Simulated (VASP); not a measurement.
Set up this calculation in VASP 6.6.1, as the native input.

* Task: band structure
* Functional: TB-mBJ
* Potentials or basis: VASP PAW PBE potentials, release 64 (Mg, H)
* Cutoff: 520 eV
* k mesh: 6 × 6 × 10
* Occupations: gaussian, width 0.03 eV
* Spin: no spin polarisation
* Further INCAR settings: ALGO = Normal; EDIFF = 1e-06

The system is MgH2.

```
Mg H
1.0
     4.47322    0.00000    0.00000
     0.00000    4.47322    0.00000
     0.00000    0.00000    3.00454
Mg H
2 4
Direct
  0.00000 0.00000 0.00000
  0.50000 0.50000 0.50000
  0.30442 0.30442 0.00000
  0.19558 0.80442 0.50000
  0.69558 0.69558 0.00000
  0.80442 0.19558 0.50000
```

These files were run (other wordings do the same):

POSCAR

```
MgH2                                    
1.0
    4.4732210778      0.0000000000      0.0000000000
    0.0000000000      4.4732210778      0.0000000000
    0.0000000000      0.0000000000      3.0045388692
  Mg              H             
     2     4
Direct
     0.0000000000000000    0.0000000000000000    0.0000000000000000
     0.5000000000000000    0.5000000000000000    0.5000000000000000
     0.3044202687659876    0.3044202687659876    0.0000000000000000
     0.1955797312340124    0.8044202687659876    0.5000000000000000
     0.6955797312340124    0.6955797312340124    0.0000000000000000
     0.8044202687659876    0.1955797312340124    0.5000000000000000
```

INCAR.step1

```
SYSTEM = MgH2
ALGO = Normal
EDIFF = 1E-5
ENCUT = 520
GGA = PE
ISIF = 2
ISMEAR = 0
KPAR = 2
LASPH = .TRUE.
LCHARG = .FALSE.
LREAL = .FALSE.
LWAVE = .TRUE.
NELM = 80
PREC = Accurate
SIGMA = 0.03
```

INCAR.step2

```
SYSTEM = MgH2
ALGO = Normal
EDIFF = 1E-6
ENCUT = 520
ISIF = 2
ISMEAR = 0
ISTART = 1
KPAR = 2
LASPH = .TRUE.
LCHARG = .FALSE.
LREAL = .FALSE.
LWAVE = .FALSE.
METAGGA = MBJ
NELM = 80
PREC = Accurate
SIGMA = 0.03
```

KPOINTS

```
k-points
0
G
  6 6 10
  0 0 0
```

KPOINTS_OPT

```
explicit points
258
Reciprocal
 0.0000000000  0.0000000000  0.0000000000 1
 0.0000000000  0.0263157895  0.0000000000 1
 0.0000000000  0.0526315789  0.0000000000 1
 0.0000000000  0.0789473684  0.0000000000 1
 0.0000000000  0.1052631579  0.0000000000 1
 0.0000000000  0.1315789474  0.0000000000 1
[... 250 lines left out ...]
 0.0000000000  0.0000000000  0.5168254600 1
 0.0000000000  0.0000000000  0.4831745400 1
```

Potentials or basis: VASP PAW PBE potentials, release 64 (Mg, H).

Command:

```console
$ cat potpaw_PBE.64/Mg/POTCAR potpaw_PBE.64/H/POTCAR > POTCAR
$ cp INCAR.step1 INCAR
$ mpirun -np 2 vasp_std > vasp.out
$ cp INCAR.step2 INCAR
$ mpirun -np 2 vasp_std > vasp.out
```

Results of the run:

| Item | Value |
| --- | --- |
| Band gap on the k mesh | 5.73 eV, indirect (least direct gap 6.39 eV) |
| Band gap along the path | 5.65 eV, indirect (least direct gap 6.38 eV) |

Caveat: the mesh misses the band edges, which the band path finds closer together.

Run time: 38 s on 2 MPI ranks on Intel(R) Xeon(R) 6975P-C (Granite Rapids), with other jobs on the host, peak memory 0.2 GiB a rank.
